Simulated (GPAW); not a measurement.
**SrO: energy against volume and a worked fit**

The structure is cubic, space group Fm-3m (No. 225). Conventional cell: a = 5.133 Å, b = 5.133 Å, c = 5.133 Å, α = 90.00°, β = 90.00°, γ = 90.00°. Sr (site symmetry m-3m) has 6 O at 2.57 Å as nearest neighbours. Around O (site symmetry m-3m) lie 6 Sr at 2.57 Å.

The cell was scaled at fixed shape and fractions and run with GPAW, GPAW PAW data sets (gpaw-data 1.2.1), cutoff 800 eV; optPBE-vdW, k mesh 7 × 7 × 7 on the cell of 2 atoms, fermi-dirac occupations of 0.05 eV, no spin polarisation, no spin-orbit coupling. The potentials were made for PBE. Energies are those that the program minimises, any entropy of the smearing included.

```tsv
V (Å³/atom)	energy over the lowest row (meV/atom)
15.8873	59.03
16.2253	37.36
16.5634	21.11
16.9014	?
17.2394	2.92
17.5774	0.00
17.9155	0.58
```

Task: Fit the third-order Birch-Murnaghan form, give V0, B0 and B′, and predict the energy left open.

Result: With y = (V0/V)^(2/3), E = E0 + (9 V0 B0/16) [(y - 1)³ B′ + (y - 1)² (6 - 4y)]. Least squares through the rows shown give V0 = 17.6848 Å³/atom, E0 = -0.19 meV, B0 = 84.92 GPa (1 eV/Å³ = 160.218 GPa) and B′ = 4.64, with a largest miss of 0.02 meV. At V = 16.9014 the form with these constants gives 9.82 meV; the run gave 9.79 meV an atom. Measured volume: 17.18 Å³/atom at 298.15 K (a printed reference work), so the fit lies +2.9 % from it. The runs are for a static lattice.
